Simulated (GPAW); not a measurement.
Input of a GPAW 26.7.0 run:

run.py

```python
from ase.eos import EquationOfState
from ase.io import Trajectory, read
from ase.units import GPa
from gpaw import GPAW, PW

atoms = read('PbO2.xyz')

traj = Trajectory('eos.traj', 'w')
volumes, energies = [], []
for x in [0.94, 0.96, 0.98, 1.0, 1.02, 1.04, 1.06]:
    a = atoms.copy()
    a.set_cell(atoms.cell * x**(1 / 3), scale_atoms=True)
    calc = GPAW(mode=PW(800),
                xc='PBE',
                kpts={'size': (6, 6, 8), 'gamma': True},
                occupations={'name': 'fermi-dirac', 'width': 0.05},
                nbands=43,
                convergence={'density': 1e-05, 'energy': 1e-05},
                maxiter=150,
                txt=f'eos-{x:.2f}.txt')
    a.calc = calc
    energies.append(a.get_potential_energy(force_consistent=True))
    volumes.append(a.get_volume())
    p = -a.get_stress()[:3].mean() / GPa
    calc.write(f'eos-{x:.2f}.gpw')
    traj.write(a)
    print(f'{x:.2f} {volumes[-1]:10.4f} A^3 {energies[-1]:14.6f} eV {p:9.3f} GPa', flush=True)

v0, e0, B = EquationOfState(volumes, energies, eos='birchmurnaghan').fit()
print(f'V0 = {v0:.4f} A^3, E0 = {e0:.6f} eV, B0 = {B / GPa:.2f} GPa')
```

The input PbO2.xyz:

```xyz
6
Lattice="4.9949598700 0.0000000000 0.0000000000 0.0000000000 4.9949598700 0.0000000000 0.0000000000 0.0000000000 3.4090009600" Properties=species:S:1:pos:R:3 pbc="T T T"
Pb     2.4974799350      2.4974799350      1.7045004800
Pb     0.0000000000      0.0000000000      0.0000000000
O      3.4593645519      3.4593645519      0.0000000000
O      4.0330752531      0.9618846169      1.7045004800
O      0.9618846169      4.0330752531      1.7045004800
O      1.5355953181      1.5355953181      0.0000000000
```

Potentials or basis: GPAW PAW data sets (gpaw-data 1.2.1), pw.

The run is started by

```console
$ OMP_NUM_THREADS=1 python run.py
```

Estimate the pressure derivative of the bulk modulus.

5.3.

What does it give for the equilibrium volume?

14.63 Å³/atom.

What does it give for the bulk modulus at fixed shape and positions?

125 GPa.

Energy against volume, from the lowest point:
```tsv
volume (Å³/atom)	energy (meV/atom)
13.325	55.05
13.609	32.18
13.892	15.97
14.176	5.65
14.459	0.52
14.743	0.00
15.026	3.58
```

Caveat: the cell was scaled at fixed shape and fractional positions, which overstates the stiffness of a crystal with free parameters, most of all of layers and chains. Spin-orbit coupling is left out, which matters for the levels of Pb.
